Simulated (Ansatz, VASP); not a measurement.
Al in VASP and in Ansatz

Contents of INCAR:

```
SYSTEM = Al
PREC = Accurate
ENCUT = 600
EDIFF = 1E-6
ISMEAR = 1
SIGMA = 0.05
LREAL = .False.
LASPH = .True.
NELM = 100
ALGO = Normal
ISIF = 3
LWAVE = .False.
LCHARG = .False.
GGA = PS
IBRION = 2
NSW = 100
EDIFFG = -0.03
```

File KPOINTS:

```
Automatic mesh
0
Gamma
  14 14 7
  0 0 0
```

Contents of POSCAR:

```
Al
1.0
    2.8124550000      0.0000000000      0.0000000000
   -1.4062275000      2.4356574770      0.0000000000
    0.0000000000      0.0000000000      4.8668500000
Al
2
Direct
    0.6666666667      0.3333333333      0.7500000000
    0.3333333333      0.6666666667      0.2500000000
```

Input for Ansatz:

```yaml
crystal:
  lattice:
    a: 2.812455
    b: 2.812455
    c: 4.86685
    alpha: 90.0
    beta: 90.0
    gamma: 120.0
  atoms:
    - { symbol: Al, position: [0.6666666666666666, 0.3333333333333333, 0.75] }
    - { symbol: Al, position: [0.3333333333333333, 0.6666666666666666, 0.25] }
kpoints:
  mp_grid:
    grid: [14, 14, 7]
hamiltonian:
  xc: pbesol
  pseudopotentials:
    kind: paw
scf:
  occupations:
    method: methfessel_paxton
    width: 0.05
relax:
  f_tol: 0.03
  max_steps: 100
  cell:
    p_target: 0.0
```

This isn't the form of Al at room conditions, which is fcc.

Alike in both runs: task relaxation of cell and atoms; functional PBEsol; k mesh 14 × 14 × 7; occupations methfessel-paxton of order 1, width 0.05 eV; no spin polarisation.

|  | VASP | Ansatz |
| --- | --- | --- |
| version | VASP 6.6.1 | Ansatz 0.2.0 |
| potentials or method | VASP PAW PBE potentials, release 64 (Al) | plane waves, PAW |
| plane-wave cutoff (eV) | 600 | 420 |
| valence electrons in the cell | 6 | 6 |

Ansatz gave:

```
relaxed volume (Å³/atom)                                     : 16.33
relaxed cell length with the largest relative difference (Å) : 4.752
energy change over the relaxation (meV/atom)                 : -4
```

**Question.** Estimate VASP's values.

**Answer.** Relaxed volume (Å³/atom): 16.35; relaxed cell length with the largest relative difference (Å): 4.756; energy change over the relaxation (meV/atom): -3.

Caveats: the PAW data sets were made with another functional, which shifts forces and pressure a little (VASP).
